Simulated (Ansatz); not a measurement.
# CaS (rocksalt): zero-pressure volume and bulk modulus with revPBE, part 2 of 2

What volume and stiffness does revPBE give for CaS (rocksalt)?

Ansatz 0.2.0; DFT revPBE, scalar-relativistic, plane waves, PAW. Earlier steps stand in the parts before.

### 6 Volume × 1.02 of the new zero

File input.yaml:

```yaml
crystal:
  lattice:
    - [0.0, 2.9035296215, 2.9035296215]
    - [2.9035296215, 0.0, 2.9035296215]
    - [2.9035296215, 2.9035296215, 0.0]
  atoms:
    - { symbol: Ca, position: [0.5, 0.5, 0.5] }
    - { symbol: S, position: [0.0, 0.0, 0.0] }
basis:
  ecutwfc: 420
  ecutrho_ratio: 4
kpoints:
  mp_grid: { grid: [8, 8, 8] }
hamiltonian:
  xc: revpbe
scf:
  occupations: { method: gaussian, width: 0.05 }
output:
  forces: true
  stress: true
  eigenvalues: true
```

Command:

```bash
> ansatz run input.yaml --threads 4 --pin off --max-ram 8192MiB --backend cpu --events-out ev --progress --plain --runs-dir out
```

The program printed:

```text
Warning: RAYON_NUM_THREADS=4 ignored (pool sized by the plan → 4); use --threads N
Engine: ansatz 0.2.0, aarch64-unknown-linux-gnu
Pseudopotentials: kind: paw
Pseudopotential: Ca, paw, valence charge 10, recommended cutoff 420 eV (normal), Ca.paw.azcp
Pseudopotential: S, paw, valence charge 6, recommended cutoff 420 eV (normal), S.paw.azcp
Functional definition: revPBE
  parameter kappa = 1.245
  parameter beta = 0.06672455060314922
  exchange = pbe_x(kappa = kappa, mu = beta*pi^2/3)
  correlation = pbe_c(beta = beta)
Crystal: 2 atoms, lattice volume = 48.956 Å³
Basis set: ecut = 420 eV, 941 PW (Γ), exchange–correlation on 60×60×60 points (8 copies of the dense FFT grid, shifted against one another)
Bands: 12, of which v1, the nominal top of the filled ones, is band 8 counted from 1 (7 counted from 0)
Symmetry: 48 space group operations
Space group: Fm-3m (ITA 225), of the structure as read, at distance tolerance 3.7e-5 Å
k-points: 29 of 512
Non-local potential: Ca, projectors of the file, l = 0: 3, l = 1: 2, l = 2: 2
Non-local potential: S, projectors of the file, l = 0: 2, l = 1: 2, l = 2: 2
PAW form: soft (Blöchl's): semilocal exchange-correlation on the pseudo side does not see the compensation charge
PAW frozen core: Ca, regenerated for the run's functional, and the local potential with it (the file was generated under x = pbe(κ = 0.804, μ = 0.2195149727645171), c = pbe(β = 0.06672455060314922))
PAW frozen core: S, regenerated for the run's functional, and the local potential with it (the file was generated under x = pbe(κ = 0.804, μ = 0.2195149727645171), c = pbe(β = 0.06672455060314922))
PAW one-centre angular grid: Ca, 110 points (default); XC on 64 Gauss nodes
PAW one-centre angular grid: S, 110 points (default); XC on 64 Gauss nodes
Initial density: superposition of atomic densities (neutral atoms: chi_scale 0, normalization atom), corrected by the library's trained network
Initial wavefunctions: pseudopotential atomic-orbital guess
Functional: x = revpbe(κ = 1.245, μ = 0.2195149727645171), c = pbe(β = 0.06672455060314922)
SCF iter   1: F=—  HF=-2728.799184 eV  |F-HF|=—  |Δ(HF+E_count)|=         —  Δρ=1.72e-3  dr2=1.61e-3  ethr=1.77e-3  ⟨swp⟩=6.7  Hψ=2447  notcnv=0
preconditioner: auto → none  [insulator: Δε(μ)=2.591 eV  Ē_g=9.082 eV  σ=0.050 eV  W_gap=1.00  n_scr=14 (ndim 8)  ℏωp=15.0 eV  f_vac=0.000  D(μ)=0.00/eV (n_scr^D=0)  ε∞_Penn≈3.7]
SCF iter   2: F=—  HF=-2728.799041 eV  |F-HF|=—  |Δ(HF+E_count)|=   1.43e-4  Δρ=1.04e-3  dr2=3.70e-4  ethr=1.01e-5  ⟨swp⟩=2.4  Hψ=751  notcnv=0
SCF iter   3: F=—  HF=-2728.799008 eV  |F-HF|=—  |Δ(HF+E_count)|=   3.31e-5  Δρ=4.86e-4  dr2=6.30e-5  ethr=2.31e-6  ⟨swp⟩=2.1  Hψ=453  notcnv=0
SCF iter   4: F=—  HF=-2728.799043 eV  |F-HF|=—  |Δ(HF+E_count)|=   3.50e-5  Δρ=1.63e-4  dr2=1.26e-5  ethr=3.94e-7  ⟨swp⟩=1.0  Hψ=348  notcnv=0
SCF iter   5: F=—  HF=-2728.799045 eV  |F-HF|=—  |Δ(HF+E_count)|=   2.01e-6  Δρ=3.65e-5  dr2=1.12e-6  ethr=7.89e-8  ⟨swp⟩=1.9  Hψ=443  notcnv=0
SCF iter   6: F=-2728.799045 eV  HF=-2728.799045 eV  |F-HF|=5.33e-10  |Δ(HF+E_count)|=   1.68e-7  Δρ=3.21e-6  dr2=3.22e-9  ethr=6.25e-10  ⟨swp⟩=3.0  Hψ=1360  notcnv=0
SCF 1 converged in 6 iterations: F = -2728.799045 eV  dr2 = 3.22e-9
SCF converged after 6 iterations
Free energy (F): -2728.799045 eV
Harris-Foulkes:  -2728.799045 eV  (|F-HF|=5.33e-10)
Internal energy: -2728.799045 eV  (E = F + TS)
E sigma→0 (E₀):  -2728.799045 eV
Fermi energy:    6.752823 eV
--- Per-component energies (eV) ---
  E_band       = -143.758395
  E_kinetic    = 385.191859
  E_local      = -848.446927  (includes V_loc(G=0)·N_el)
  E_nonlocal   = 90.378007
  E_hartree    = 279.022074
  E_xc         = -236.132706
  E_vxc        = -260.222839  (∫ρ·V_xc dr)
  E_paw        = -1463.523928  (= ΣΔE_a)
  E_vpaw       = -68.701209  (= ΣTr[D̂ρ^β])
  E_aug_tail   = -0.000004  (compensation charges beyond the density's cutoff)
  E_ewald      = -935.222497
  E_core_change = -0.064922  (= ΣΔE_core)
  E_smearing   = -0.000000  (= −TS)
  E_closure    = 0.000000  (closes the sum)
  Σ components = -2728.799045   (vs F -2728.799045, Δ=0.00e0)
--- Forces (eV/Å), atoms counted from 1 ---
  atom   1  Ca     0.00000000    -0.00000000    -0.00000000
  atom   2  S     -0.00000000     0.00000000    -0.00000000
  max |Σ_I F_I| component: 3.47e-29 eV/Å
--- Stress (GPa, compression-positive) ---
       -1.016398      -0.000000       0.000000
        0.000000      -1.016398       0.000000
       -0.000000      -0.000000      -1.016398
  P = ⅓ Tr σ = -1.0164 GPa (-10.164 kbar)
--- Band table (eV; the first three rows and the last of 29) ---
  k-point 0: bands = ["-34.0495", "-14.9740", "-14.9740", "-14.9740", "-5.6563", "5.4650", "5.4650", "5.4650", "9.4135", "9.7055", "9.7055", "9.7055"]
  k-point 1: bands = ["-34.0483", "-14.9924", "-14.9755", "-14.9755", "-5.5649", "4.8569", "5.2698", "5.2698", "9.6466", "9.9132", "9.9132", "10.1955"]
  k-point 2: bands = ["-34.0454", "-15.0363", "-14.9791", "-14.9791", "-5.3337", "3.7821", "4.8777", "4.8777", "9.7805", "10.4409", "10.4409", "11.4676"]
  k-point 28: bands = ["-34.0389", "-15.0384", "-15.0384", "-15.0175", "-5.0109", "3.8149", "3.8149", "4.0530", "10.2935", "10.2935", "11.3412", "11.6728"]
```

Wall time 0.79 s (4 threads of Arm Neoverse N1, shared host); peak memory 0.29 GiB.

This gives: volume 24.478 Å³/atom, pressure -1.02 GPa, mesh gap 2.58 eV.

### 7 Volume × 0.96 of the new zero

input.yaml, as its differences from that of step 6:

```diff
@@ -2,5 +2,5 @@
   lattice:
-    - [0.0, 2.9035296215, 2.9035296215]
-    - [2.9035296215, 0.0, 2.9035296215]
-    - [2.9035296215, 2.9035296215, 0.0]
+    - [0.0, 2.8454433792, 2.8454433792]
+    - [2.8454433792, 0.0, 2.8454433792]
+    - [2.8454433792, 2.8454433792, 0.0]
   atoms:
```

Command:

```bash
> ansatz run input.yaml --threads 4 --pin off --max-ram 8192MiB --backend cpu --events-out ev --progress --plain --runs-dir out
```

The program printed:

```text
Warning: RAYON_NUM_THREADS=4 ignored (pool sized by the plan → 4); use --threads N
[... 9 set-up lines as earlier in the session ...]
Crystal: 2 atoms, lattice volume = 46.077 Å³
Basis set: ecut = 420 eV, 893 PW (Γ), exchange–correlation on 54×54×54 points (8 copies of the dense FFT grid, shifted against one another)
Bands: 12, of which v1, the nominal top of the filled ones, is band 8 counted from 1 (7 counted from 0)
[... 2 set-up lines as earlier in the session ...]
k-points: 29 of 512
[... 10 set-up lines as earlier in the session ...]
SCF iter   1: F=—  HF=-2728.788981 eV  |F-HF|=—  |Δ(HF+E_count)|=         —  Δρ=1.75e-3  dr2=1.48e-3  ethr=1.77e-3  ⟨swp⟩=7.0  Hψ=2435  notcnv=0
preconditioner: auto → none  [insulator: Δε(μ)=2.465 eV  Ē_g=16.407 eV  σ=0.050 eV  W_gap=1.00  n_scr=14 (ndim 8)  ℏωp=20.5 eV  f_vac=0.000  D(μ)=0.00/eV (n_scr^D=0)  ε∞_Penn≈2.6]
SCF iter   2: F=—  HF=-2728.788871 eV  |F-HF|=—  |Δ(HF+E_count)|=   1.10e-4  Δρ=1.01e-3  dr2=3.08e-4  ethr=9.22e-6  ⟨swp⟩=2.4  Hψ=739  notcnv=0
SCF iter   3: F=—  HF=-2728.788867 eV  |F-HF|=—  |Δ(HF+E_count)|=   4.52e-6  Δρ=4.66e-4  dr2=5.59e-5  ethr=1.92e-6  ⟨swp⟩=2.5  Hψ=508  notcnv=0
SCF iter   4: F=—  HF=-2728.788860 eV  |F-HF|=—  |Δ(HF+E_count)|=   6.77e-6  Δρ=1.99e-4  dr2=1.51e-5  ethr=3.49e-7  ⟨swp⟩=1.0  Hψ=348  notcnv=0
SCF iter   5: F=—  HF=-2728.788864 eV  |F-HF|=—  |Δ(HF+E_count)|=   4.41e-6  Δρ=5.01e-5  dr2=1.62e-6  ethr=9.43e-8  ⟨swp⟩=1.1  Hψ=364  notcnv=0
SCF iter   6: F=—  HF=-2728.788864 eV  |F-HF|=—  |Δ(HF+E_count)|=   4.44e-8  Δρ=1.67e-5  dr2=2.32e-7  ethr=1.01e-8  ⟨swp⟩=2.0  Hψ=445  notcnv=0
SCF iter   7: F=-2728.788864 eV  HF=-2728.788864 eV  |F-HF|=5.55e-10  |Δ(HF+E_count)|=   6.20e-8  Δρ=1.19e-6  dr2=1.04e-9  ethr=6.25e-10  ⟨swp⟩=4.5  Hψ=1222  notcnv=0
SCF 1 converged in 7 iterations: F = -2728.788864 eV  dr2 = 1.04e-9
SCF converged after 7 iterations
Free energy (F): -2728.788864 eV
Harris-Foulkes:  -2728.788864 eV  (|F-HF|=5.55e-10)
Internal energy: -2728.788864 eV  (E = F + TS)
E sigma→0 (E₀):  -2728.788864 eV
Fermi energy:    7.294558 eV
--- Per-component energies (eV) ---
  E_band       = -133.291492
  E_kinetic    = 386.947654
  E_local      = -822.177147  (includes V_loc(G=0)·N_el)
  E_nonlocal   = 90.570066
  E_hartree    = 270.622175
  E_xc         = -236.751964
  E_vxc        = -261.086175  (∫ρ·V_xc dr)
  E_paw        = -1463.620803  (= ΣΔE_a)
  E_vpaw       = -68.790637  (= ΣTr[D̂ρ^β])
  E_aug_tail   = -0.000004  (compensation charges beyond the density's cutoff)
  E_ewald      = -954.313919
  E_core_change = -0.064922  (= ΣΔE_core)
  E_smearing   = -0.000000  (= −TS)
  E_closure    = 0.000000  (closes the sum)
  Σ components = -2728.788864   (vs F -2728.788864, Δ=0.00e0)
--- Forces (eV/Å), atoms counted from 1 ---
  atom   1  Ca     0.00000000    -0.00000000    -0.00000000
  atom   2  S     -0.00000000     0.00000000     0.00000000
  max |Σ_I F_I| component: 4.53e-29 eV/Å
--- Stress (GPa, compression-positive) ---
        2.320070       0.000000       0.000000
        0.000000       2.320070       0.000000
        0.000000       0.000000       2.320070
  P = ⅓ Tr σ = 2.3201 GPa (23.201 kbar)
--- Band table (eV; the first three rows and the last of 29) ---
  k-point 0: bands = ["-33.2214", "-14.1546", "-14.1546", "-14.1546", "-5.2439", "6.0690", "6.0690", "6.0690", "10.3127", "10.3127", "10.3127", "10.3822"]
  k-point 1: bands = ["-33.2198", "-14.1793", "-14.1565", "-14.1565", "-5.1374", "5.4247", "5.8476", "5.8476", "10.3196", "10.5390", "10.5390", "11.1288"]
  k-point 2: bands = ["-33.2159", "-14.2379", "-14.1610", "-14.1610", "-4.8670", "4.2757", "5.4099", "5.4099", "10.4485", "11.1144", "11.1144", "12.2862"]
  k-point 28: bands = ["-33.2067", "-14.2384", "-14.2384", "-14.2121", "-4.5100", "4.3071", "4.3071", "4.5391", "10.9715", "10.9715", "12.1356", "12.5415"]
```

Wall time 0.75 s (4 threads of Arm Neoverse N1, shared host); peak memory 0.29 GiB.

Result: volume 23.038 Å³/atom, pressure 2.32 GPa, gap on the mesh 2.45 eV.

### 8 Volume × 1.04 of the new zero

input.yaml, as its differences from that of step 7:

```diff
@@ -2,5 +2,5 @@
   lattice:
-    - [0.0, 2.8454433792, 2.8454433792]
-    - [2.8454433792, 0.0, 2.8454433792]
-    - [2.8454433792, 2.8454433792, 0.0]
+    - [0.0, 2.9223842383, 2.9223842383]
+    - [2.9223842383, 0.0, 2.9223842383]
+    - [2.9223842383, 2.9223842383, 0.0]
   atoms:
```

Command:

```bash
> ansatz run input.yaml --threads 4 --pin off --max-ram 8192MiB --backend cpu --events-out ev --progress --plain --runs-dir out
```

The program printed:

```text
Warning: RAYON_NUM_THREADS=4 ignored (pool sized by the plan → 4); use --threads N
[... 9 set-up lines as earlier in the session ...]
Crystal: 2 atoms, lattice volume = 49.916 Å³
Basis set: ecut = 420 eV, 941 PW (Γ), exchange–correlation on 60×60×60 points (8 copies of the dense FFT grid, shifted against one another)
Bands: 12, of which v1, the nominal top of the filled ones, is band 8 counted from 1 (7 counted from 0)
[... 2 set-up lines as earlier in the session ...]
k-points: 29 of 512
[... 10 set-up lines as earlier in the session ...]
SCF iter   1: F=—  HF=-2728.790264 eV  |F-HF|=—  |Δ(HF+E_count)|=         —  Δρ=1.73e-3  dr2=1.72e-3  ethr=1.77e-3  ⟨swp⟩=6.8  Hψ=2459  notcnv=0
preconditioner: auto → none  [insulator: Δε(μ)=2.626 eV  Ē_g=8.999 eV  σ=0.050 eV  W_gap=1.00  n_scr=14 (ndim 8)  ℏωp=14.9 eV  f_vac=0.000  D(μ)=0.00/eV (n_scr^D=0)  ε∞_Penn≈3.7]
SCF iter   2: F=—  HF=-2728.790225 eV  |F-HF|=—  |Δ(HF+E_count)|=   3.97e-5  Δρ=1.06e-3  dr2=4.22e-4  ethr=1.08e-5  ⟨swp⟩=2.4  Hψ=737  notcnv=0
SCF iter   3: F=—  HF=-2728.790168 eV  |F-HF|=—  |Δ(HF+E_count)|=   5.63e-5  Δρ=5.03e-4  dr2=6.67e-5  ethr=2.64e-6  ⟨swp⟩=2.0  Hψ=440  notcnv=0
SCF iter   4: F=—  HF=-2728.790206 eV  |F-HF|=—  |Δ(HF+E_count)|=   3.77e-5  Δρ=1.32e-4  dr2=1.14e-5  ethr=4.17e-7  ⟨swp⟩=1.7  Hψ=428  notcnv=0
SCF iter   5: F=—  HF=-2728.790206 eV  |F-HF|=—  |Δ(HF+E_count)|=   2.46e-7  Δρ=2.38e-5  dr2=5.46e-7  ethr=7.14e-8  ⟨swp⟩=2.2  Hψ=424  notcnv=0
SCF iter   6: F=-2728.790206 eV  HF=-2728.790206 eV  |F-HF|=2.89e-8  |Δ(HF+E_count)|=   7.21e-8  Δρ=6.35e-6  dr2=3.74e-8  ethr=6.25e-10  ⟨swp⟩=5.2  Hψ=1594  notcnv=0
SCF 1 converged in 6 iterations: F = -2728.790206 eV  dr2 = 3.74e-8
SCF converged after 6 iterations
Free energy (F): -2728.790206 eV
Harris-Foulkes:  -2728.790206 eV  (|F-HF|=2.89e-8)
Internal energy: -2728.790206 eV  (E = F + TS)
E sigma→0 (E₀):  -2728.790206 eV
Fermi energy:    6.585299 eV
--- Per-component energies (eV) ---
  E_band       = -147.003732
  E_kinetic    = 384.663585
  E_local      = -856.810093  (includes V_loc(G=0)·N_el)
  E_nonlocal   = 90.321930
  E_hartree    = 281.725698
  E_xc         = -235.942902
  E_vxc        = -259.958132  (∫ρ·V_xc dr)
  E_paw        = -1463.494861  (= ΣΔE_a)
  E_vpaw       = -68.674429  (= ΣTr[D̂ρ^β])
  E_aug_tail   = -0.000005  (compensation charges beyond the density's cutoff)
  E_ewald      = -929.188636
  E_core_change = -0.064922  (= ΣΔE_core)
  E_smearing   = -0.000000  (= −TS)
  E_closure    = -0.000000  (closes the sum)
  Σ components = -2728.790206   (vs F -2728.790206, Δ=0.00e0)
--- Forces (eV/Å), atoms counted from 1 ---
  atom   1  Ca     0.00000000    -0.00000000    -0.00000000
  atom   2  S     -0.00000000     0.00000000     0.00000000
  max |Σ_I F_I| component: 4.12e-29 eV/Å
--- Stress (GPa, compression-positive) ---
       -1.919621      -0.000000       0.000000
       -0.000000      -1.919621      -0.000000
        0.000000       0.000000      -1.919621
  P = ⅓ Tr σ = -1.9196 GPa (-19.196 kbar)
--- Band table (eV; the first three rows and the last of 29) ---
  k-point 0: bands = ["-34.3079", "-15.2297", "-15.2297", "-15.2297", "-5.7831", "5.2801", "5.2801", "5.2801", "9.1172", "9.5152", "9.5152", "9.5152"]
  k-point 1: bands = ["-34.3069", "-15.2465", "-15.2311", "-15.2311", "-5.6962", "4.6831", "5.0926", "5.0926", "9.4240", "9.7171", "9.7171", "9.9219"]
  k-point 2: bands = ["-34.3043", "-15.2864", "-15.2344", "-15.2344", "-5.4764", "3.6313", "4.7141", "4.7141", "9.5708", "10.2299", "10.2299", "11.1660"]
  k-point 28: bands = ["-34.2984", "-15.2888", "-15.2888", "-15.2695", "-5.1644", "3.6652", "3.6652", "3.9040", "10.0818", "10.0818", "11.0940", "11.4030"]
```

Wall time 0.7 s (4 threads of Arm Neoverse N1, shared host); peak memory 0.3 GiB.

This gives: volume 24.958 Å³/atom, pressure -1.92 GPa, mesh gap 2.61 eV.

### 9 Energy and pressure against volume

Energies have the smearing extrapolated to zero and count from the lowest point.

```tsv
volume (Å³/atom)	energy (meV/atom)	pressure (GPa)
23.038	6.66	2.32
23.518	1.58	1.09
23.998	0.00	-0.02
24.478	1.57	-1.02
24.958	5.99	-1.92
```

volume (Å³/atom), energy (meV/atom) and a bar:
```
    23.04        6.7 ##############################
    23.52        1.6 #######
    24.00        0.0 
    24.48        1.6 #######
    24.96        6.0 ###########################
```

### 10 Outcome

The summary covers parts 1 to 2.

| quantity | value |
| --- | --- |
| V0 | 23.991 Å³/atom |
| B0 | 53 GPa |
| gap on the mesh | 2.54 eV |
| time in all | 5 s |

What this shows: revPBE puts the minimum at 23.99 Å³/atom, +4.4 % from the cell given, which stood at 0.8 GPa under PBE, with a bulk modulus of 53 GPa. The PAW datasets were made for PBE.
